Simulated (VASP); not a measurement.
Crystal: NaF.

```
CELL_PARAMETERS angstrom
0.00000 2.27431 2.27431
2.27431 0.00000 2.27431
2.27431 2.27431 0.00000
ATOMIC_POSITIONS crystal
Na 0.00000 0.00000 0.00000
F 0.50000 0.50000 0.50000
```

The cell was built by a generator and needn't be a form met in nature.

Base run:

```yaml
Program: VASP 6.6.1
Functional: PBE
Potentials_or_basis: VASP PAW PBE potentials, release 64 (Na_pv, F)
Cutoff: 520 eV
k_mesh: 10 × 10 × 10
Occupations: gaussian, width 0.02 eV
Spin: no spin polarisation
```

Its results: band gap on the k mesh 6.61 eV, direct; pressure 5.5 GPa.

Task: The run is repeated on the same cell with these changes: functional from PBE to HSE06; k mesh from 10 × 10 × 10 to 8 × 8 × 8. What comes out?

Result: Band gap on the k mesh 8.82 eV, direct; pressure 3.5 GPa.

Several settings changed at once, so the effect can't be laid on one alone.

Caveats: the PAW data sets were made with another functional, which shifts forces and pressure a little (some runs).

A k mesh can miss the band edges.
